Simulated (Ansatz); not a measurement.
Below is a relaxed structure of Si. The cell was found from a structure generator's guess, not taken from experiment.

Method: DFT PBE, scalar-relativistic, plane waves, PAW in Ansatz. Cutoff 420 eV, Γ-centred mesh, Gaussian smearing, no spin polarisation.

```yaml
crystal:
  lattice:
    - [1.78965, -3.41851, 0.00000]
    - [1.78965, 3.41851, 0.00000]
    - [0.00000, 0.00000, 8.36938]
  atoms:
    - { symbol: Si, position: [0.20030, 0.79970, 0.84632] }
    - { symbol: Si, position: [0.70030, 0.29970, 0.65368] }
    - { symbol: Si, position: [0.29970, 0.70030, 0.34632] }
    - { symbol: Si, position: [0.79970, 0.20030, 0.15368] }
    - { symbol: Si, position: [0.00000, 0.00000, 0.50000] }
    - { symbol: Si, position: [0.50000, 0.50000, 0.00000] }
```

Energies count from the standard state of Si at the same level.

(1) What space group does it have?

(2) How far does it lie from the standard state of Si?

(3) Is it a metal?

Answers

(1) Cmce (No. 64). Conventional cell: a = 3.579 Å, b = 6.837 Å, c = 8.369 Å. Si on a site of symmetry m is surrounded by 3 Si at 2.41–2.42 Å and 2 Si at 2.59 Å; Si on a site of symmetry 2/m is surrounded by 2 Si at 2.42 Å and 4 Si at 2.59 Å.

(2) +0.35 eV/atom. So it is a metastable form at best.

(3) Yes, bands cross the Fermi level on the 12×12×6 mesh.

The last run used a 12×12×6 mesh (in the run's order of axes) for its 6-atom cell and Gaussian smearing of 0.10 eV. A later test with randomly moved atoms led to a structure 153 meV/atom lower, so this end is a saddle point or a shallow minimum.
